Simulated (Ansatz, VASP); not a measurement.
# Cross-check of SiC (Moissanite 3C) between VASP and Ansatz, part 2 of 2

Wanted: the spread between two codes on one cell, functional and k mesh.

VASP 6.6.1 and Ansatz 0.2.0.

So far. Step 2 (VASP: band structure, LDA): At this level the cell is under a tension of 2.6 GPa, so at these settings it is away from equilibrium. Step 4 (Differences): Among the levels compared at these points, filled levels agree within 29 meV and empty ones within 42 meV. Ansatz's pressure holds a Pulay correction of 0.41 GPa; VASP's holds none.

**7. VASP: band structure, PBE**

Level of this step: PBE; plane waves and PAW (Si, C) (VASP).

The same cell, functional, mesh and smearing now go to VASP, with its own data sets and cutoff.

INCAR

```
SYSTEM = SiC
PREC = Accurate
ENCUT = 520
EDIFF = 1E-06
NELM = 100
ISMEAR = 0
SIGMA = 0.02
LREAL = .FALSE.
ALGO = Normal
GGA = PE
NBANDS = 16
LORBIT = 11
LWAVE = .FALSE.
LCHARG = .FALSE.
KPAR = 4
```

POSCAR

```
SiC
1.0
    0.0000000000      2.1790000000      2.1790000000
    2.1790000000      0.0000000000      2.1790000000
    2.1790000000      2.1790000000      0.0000000000
Si C
1 1
Direct
    0.0000000000      0.0000000000      0.0000000000
    0.2500000000      0.2500000000      0.2500000000
```

KPOINTS

```
Automatic mesh
0
Gamma
5 5 5
0 0 0
```

KPOINTS_OPT

```
Line mode
16
Line-mode
Reciprocal
  0.00000000   0.00000000   0.00000000 GAMMA
  0.50000000   0.00000000   0.50000000 X

  0.50000000   0.00000000   0.50000000 X
  0.50000000   0.25000000   0.75000000 W

  0.50000000   0.25000000   0.75000000 W
  0.37500000   0.37500000   0.75000000 K

  0.37500000   0.37500000   0.75000000 K
  0.00000000   0.00000000   0.00000000 GAMMA

  0.00000000   0.00000000   0.00000000 GAMMA
  0.50000000   0.50000000   0.50000000 L

  0.50000000   0.50000000   0.50000000 L
  0.62500000   0.25000000   0.62500000 U

  0.62500000   0.25000000   0.62500000 U
  0.50000000   0.25000000   0.75000000 W

  0.50000000   0.25000000   0.75000000 W
  0.50000000   0.50000000   0.50000000 L

  0.50000000   0.50000000   0.50000000 L
  0.37500000   0.37500000   0.75000000 K

  0.62500000   0.25000000   0.62500000 U
  0.50000000   0.00000000   0.50000000 X
```

PAW data sets: Si and C (PBE family, release 64).

Launch:

```
$ mpirun -np 4 vasp_std
```

Numbers of over 12 decimals in the logs are rounded to 6 here.

The program printed:

```text
[banner, memory and clock lines left out]
running    4 mpi-ranks, on    1 nodes
[...]
LDA part: xc-table for (Slater+PW92), standard interpolation
 POSCAR, INCAR and KPOINTS ok, starting setup
[...]
entering main loop
       N       E                     dE             d eps       ncg     rms          rms(c)
DAV:   1     0.481520305089E+01    0.48152E+01   -0.39530E+03   320   0.435E+02
DAV:   2    -0.163633725498E+02   -0.21179E+02   -0.20392E+02   440   0.950E+01
DAV:   3    -0.168994250649E+02   -0.53605E+00   -0.53555E+00   384   0.114E+01
DAV:   4    -0.169006500002E+02   -0.12249E-02   -0.12249E-02   432   0.720E-01
[...]
DAV:  10    -0.150225576389E+02   -0.11332E-03   -0.20948E-04   352   0.709E-02    0.289E-02
DAV:  11    -0.150225617262E+02   -0.40872E-05   -0.23067E-05   392   0.202E-02    0.660E-03
DAV:  12    -0.150225622016E+02   -0.47545E-06   -0.15493E-06   344   0.528E-03
   1 F= -.15022562E+02 E0= -.15022562E+02  d E =-.116508E-48
 Start KPOINTS_OPT (optional k-point list driver)
k-point batch [1-10\160]
       N       E                     dE             ncg
DAV:   1     0.512650069347E+03   -0.66127E+03      328
DAV:   2     0.289124358748E+03   -0.22353E+03      408
DAV:   3     0.281456228313E+03   -0.76681E+01      352
DAV:   4     0.281436438269E+03   -0.19790E-01      456
DAV:   5     0.281436385878E+03   -0.52390E-04      352
DAV:   6     0.281436385714E+03   -0.16473E-06      400
[...]
k-point batch [151-160\160]
       N       E                     dE             ncg
DAV:   1     0.332755471105E+03   -0.34781E+04      336
DAV:   2     0.155083352395E+03   -0.17767E+03      448
DAV:   3     0.151584792026E+03   -0.34986E+01      376
DAV:   4     0.151577709063E+03   -0.70830E-02      448
DAV:   5     0.151577688688E+03   -0.20376E-04      384
DAV:   6     0.151577688609E+03   -0.78904E-07      416
```

From OUTCAR (step 7):

```text
  Total        0.4303250      0.4303250      0.4303250     -0.0000000      0.0000000     -0.0000000
  in kB       33.3200393     33.3200393     33.3200393     -0.0000000      0.0000000     -0.0000000
  external PRESSURE =      33.3200393 kB  Pullay stress =       0.0000000 kB

 POSITION                                       TOTAL-FORCE (eV/Angst)
 -----------------------------------------------------------------------------------
      0.00000      0.00000      0.00000        -0.000000     -0.000000     -0.000000
      1.08950      1.08950      1.08950         0.000000      0.000000      0.000000
 -----------------------------------------------------------------------------------
    total drift:                                0.000000      0.000000      0.000000

  FREE ENERGIE OF THE ION-ELECTRON SYSTEM (eV)
  ---------------------------------------------------
  free  energy   TOTEN  =       -15.0225622016 eV

  energy  without entropy=      -15.0225622016  energy(sigma->0) =      -15.02256220

[... 2 parts as in an earlier step ...]

[... 1 further part left out ...]
[key lines of the parts left out:]
E-fermi :   8.3322
```

At this level the cell is under a pressure of 3.3 GPa, so at these settings it is away from equilibrium.

**8. Comparison**

What differs besides the data sets and the points named for the pairs above, as far as they apply: VASP leaves aspherical gradient terms in its spheres out (LASPH is not set), Ansatz keeps them. Total energies have different zeros and are not compared.

Both answers:

```tsv
quantity	Ansatz	VASP	difference
pressure (GPa)	3.40	3.33	+0.07
pressure without Ansatz's Pulay correction (GPa)	3.10	3.33	-0.23
gap over the path points (eV)	1.343	1.340	+0.002
```

Levels at points of the path, from each program's valence-band top (eV; 3 filled, then empty):

```tsv
k (reciprocal lattice)	Ansatz	VASP
0.000 0.000 0.000	0.00 0.00 0.00 6.21 7.29 7.29	0.00 0.00 0.00 6.23 7.29 7.29
0.167 0.000 0.167	-1.80 -1.11 -1.11 5.53 7.33 9.03	-1.80 -1.11 -1.11 5.53 7.34 9.03
0.333 0.000 0.333	-5.06 -2.61 -2.61 2.62 5.20 12.13	-5.06 -2.61 -2.61 2.62 5.20 12.14
0.500 0.000 0.500	-7.81 -3.19 -3.19 1.34 4.31 14.01	-7.81 -3.19 -3.19 1.34 4.31 14.03
0.500 0.083 0.583	-7.67 -3.66 -3.64 2.19 5.12 12.97	-7.66 -3.66 -3.64 2.19 5.11 12.98
0.500 0.183 0.683	-7.22 -4.67 -4.50 4.34 7.55 10.39	-7.22 -4.67 -4.50 4.34 7.55 10.40
0.500 0.250 0.750	-7.03 -5.00 -4.70 5.20 9.42 9.45	-7.03 -5.00 -4.70 5.20 9.43 9.46
0.450 0.300 0.750	-7.13 -5.30 -3.88 4.53 8.23 10.15	-7.13 -5.30 -3.88 4.53 8.23 10.16
0.408 0.342 0.750	-7.25 -5.50 -2.93 3.48 7.84 11.18	-7.25 -5.50 -2.93 3.47 7.84 11.19
0.350 0.350 0.700	-7.15 -5.70 -2.36 3.51 8.72 11.18	-7.14 -5.70 -2.35 3.51 8.72 11.19
```

Among the levels compared at these points, filled levels agree within 4 meV and empty ones within 20 meV. Ansatz's pressure holds a Pulay correction of 0.29 GPa; VASP's holds none.

**9. VASP: dielectric response, PBE**

The response to a field tests empty states and converges slowly with the mesh.

INCAR

```
SYSTEM = SiC
PREC = Accurate
ENCUT = 520
EDIFF = 1E-08
NELM = 100
ISMEAR = 0
SIGMA = 0.01
LREAL = .FALSE.
ALGO = Normal
GGA = PE
NBANDS = 10
LORBIT = 11
LWAVE = .FALSE.
LCHARG = .FALSE.
KPAR = 4
LEPSILON = .TRUE.
```

POSCAR is that of step 7.

KPOINTS

```
Automatic mesh
0
Gamma
10 10 10
0 0 0
```

Launch:

```
$ mpirun -np 4 vasp_std
```

The program printed:

```text
[... set-up lines as in an earlier step ...]
 entering main loop
       N       E                     dE             d eps       ncg     rms          rms(c)
DAV:   1     0.284325702431E+01    0.28433E+01   -0.40932E+03   996   0.679E+02
DAV:   2    -0.163365002751E+02   -0.19180E+02   -0.18277E+02  1234   0.112E+02
DAV:   3    -0.169105209648E+02   -0.57402E+00   -0.57315E+00  1120   0.162E+01
DAV:   4    -0.169126974167E+02   -0.21765E-02   -0.21763E-02  1108   0.123E+00
[...]
DAV:  13    -0.150577194609E+02   -0.39893E-07   -0.72034E-08  1050   0.207E-03    0.104E-03
DAV:  14    -0.150577194470E+02    0.13866E-07   -0.61835E-09   680   0.568E-04    0.372E-04
DAV:  15    -0.150577194488E+02   -0.17951E-08   -0.66771E-10   490   0.202E-04
   1 F= -.15057719E+02 E0= -.15057719E+02  d E =-.341472E-13
 Linear response reoptimize wavefunctions to high precision
DAV:   1    -0.150577194495E+02   -0.68428E-09   -0.46284E-11   524   0.545E-05
DAV:   2    -0.150577194495E+02   -0.16598E-10   -0.26289E-12   488   0.164E-05
 Linear response G [H, r] |phi>, progress :
  Direction:   1
[...]
RMM:   9    -0.369570046391E+00    0.53449E-06   -0.61017E-10  5629   0.327E-04    0.363E-05
RMM:  10    -0.369570319633E+00   -0.27324E-06    0.86221E-10  3769   0.387E-05    0.844E-06
 change of polarisation eV/A/(eV/A) component  2 :     0.150     0.685     0.126
 dielectric tensor                  component  2 :     1.312     6.992     1.102
 Linear response to external field, progress :
  Direction:   3
       N       E                     dE             d eps       ncg     rms          rms(c)
RMM:   1    -0.348216841164E+00   -0.34822E+00   -0.13873E+00  7800   0.252E+00
RMM:   2    -0.356397516725E+00   -0.81807E-02   -0.24695E-03  5451   0.353E-01    0.866E-01
RMM:   3    -0.350304520704E+00    0.60930E-02   -0.46807E-03  5500   0.424E-01    0.512E-01
RMM:   4    -0.365537635800E+00   -0.15233E-01   -0.59292E-03  5493   0.490E-01    0.857E-02
[...]
RMM:   8    -0.369570584636E+00   -0.48262E-05   -0.60998E-09  5983   0.602E-04    0.186E-04
RMM:   9    -0.369570049423E+00    0.53521E-06   -0.22158E-09  5643   0.327E-04    0.363E-05
RMM:  10    -0.369570322496E+00   -0.27307E-06   -0.37201E-10  3749   0.387E-05    0.840E-06
 change of polarisation eV/A/(eV/A) component  3 :     0.122     0.172     0.685
 dielectric tensor                  component  3 :     1.071     1.507     6.992
 Born effective charges drift removed
```

OUTCAR, selected parts (step 9):

```text
  Total        0.4146465      0.4146465      0.4146465      0.0000000      0.0000000     -0.0000000
  in kB       32.1060488     32.1060488     32.1060488      0.0000000      0.0000000     -0.0000000
  external PRESSURE =      32.1060488 kB  Pullay stress =       0.0000000 kB

 POSITION                                       TOTAL-FORCE (eV/Angst)
 -----------------------------------------------------------------------------------
      0.00000      0.00000      0.00000        -0.000000      0.000000      0.000000
      1.08950      1.08950      1.08950         0.000000     -0.000000     -0.000000
 -----------------------------------------------------------------------------------
    total drift:                                0.000000      0.000000      0.000000

 MACROSCOPIC STATIC DIELECTRIC TENSOR (including local field effects in DFT)
 ------------------------------------------------------
           6.992318    -0.000000    -0.000000
           0.000000     6.992318    -0.000000
           0.000000     0.000000     6.992318
 ------------------------------------------------------

[... 1 part as in an earlier step ...]

[... 1 further part left out ...]
```

At this level the cell is under a pressure of 3.2 GPa, so at these settings it is away from equilibrium.

**10. Ansatz: dielectric response, PBE**

The same cell, functional and mesh now go to Ansatz, which takes its cutoff from its data sets.

input.yaml

```yaml
crystal:
  lattice:
    - [0.0, 2.179, 2.179]
    - [2.179, 0.0, 2.179]
    - [2.179, 2.179, 0.0]
  atoms:
    - { symbol: Si, position: [0.0, 0.0, 0.0] }
    - { symbol: C, position: [0.25, 0.25, 0.25] }
hamiltonian:
  xc: pbe
  pseudopotentials: { kind: paw }
kpoints:
  mp_grid: { grid: [10, 10, 10] }
scf:
  occupations: { method: fixed }
dielectric:
  method: response
```

Launch:

```
$ ansatz run input.yaml --threads 2 --pin off --max-ram 4608MiB --backend cpu --events-out ev --progress --plain --runs-dir out
```

The program printed:

```text
[...]
Crystal: 2 atoms, lattice volume = 20.692 Å³
Basis set: ecut = 420 eV, 411 PW (Γ), exchange–correlation on 48×48×48 points (8 copies of the dense FFT grid, shifted against one another)
Bands: 8, of which v1, the nominal top of the filled ones, is band 4 counted from 1 (3 counted from 0)
Symmetry: 24 space group operations
k-points: 171 of 1000 (irreducible under 4 space group operations, time reversal used)
[...]
site 0:
         2.71300   -0.00000    0.00000
         0.00000    2.71300    0.00000
        -0.00000    0.00000    2.71300
    site 1:
        -2.71300    0.00000   -0.00000
        -0.00000   -2.71300   -0.00000
         0.00000   -0.00000   -2.71300
  Z* charge neutrality: 9.205e-4 e pre-enforcement
  solved inside a basis spanned on kpoints, on 10×10×10 k-points, its susceptibility summed on 14×14×14: ε∞ is read to err by 2.0e-2, Z* by 9.5e-3 e (field_mesh: kpoints solves on kpoints); Z* is corrected for what the basis lacks
[key lines of the parts left out:]
SCF converged after 6 iterations
Free energy (F): -887.156988 eV
Fermi energy:    9.479617 eV
```

It took 8.9 s on 2 threads of Arm Neoverse V2, shared host; peak memory 0.39 GiB; 17 s of CPU time.

**11. Differences**

What differs besides the data sets and the points named for the pairs above, as far as they apply: VASP's response is taken on the typed mesh, Ansatz refines its own for the field response alone. Total energies have different zeros and are not compared.

Compared:

```tsv
quantity	Ansatz	VASP	difference
ε∞ xx	6.96	6.99	-0.45 %
ε∞ yy	6.96	6.99	-0.45 %
ε∞ zz	6.96	6.99	-0.45 %
Born charge of Si1 (mean of the diagonal) (e)	2.71	2.70	+0.01
Born charge of C2 (mean of the diagonal) (e)	-2.71	-2.70	-0.01
```

**12. Results**

* difference in pressure (band structure, LDA): -1.6 GPa
* difference in gap over the path points (band structure, PBE): 0.0025 eV
* difference in ε∞ xx (dielectric response, PBE): -0.45 %

**Reading.** The difference in pressure is -1.6 GPa (band structure, LDA), beyond the 1 GPa picked in this series as the mark of a large difference. Band structure, LDA, cores kept as stored: the difference in pressure goes from -1.6 to -1.1 GPa; the difference in gap over the path points goes from 0.012 to 0.0078 eV; the difference in pressure without Ansatz's Pulay correction goes from -2.1 to -1.5 GPa. Band structure, LDA, norm-conserving potentials (cutoff 1116 eV): the difference in pressure goes from -1.6 to -2.1 GPa; the difference in gap over the path points goes from 0.012 to 0.024 eV. 1 further run of this series is not shown here. Such differences can come from data sets, numerical settings and the points named under the comparisons, not from the functional's error against experiment.

[Lines on the potential files, build, host, timing and source positions are cut from VASP's logs without a mark.]

[Logs are printed without paths, hosts, clocks, repeated set-up lines and the standing remarks that a program may print on its own settings, such as how far it seeks lower states.]

[Hosts, paths, dates, database ids (printed as entryN), source tags and the programs' standing remarks are cut or masked in the printed files.]
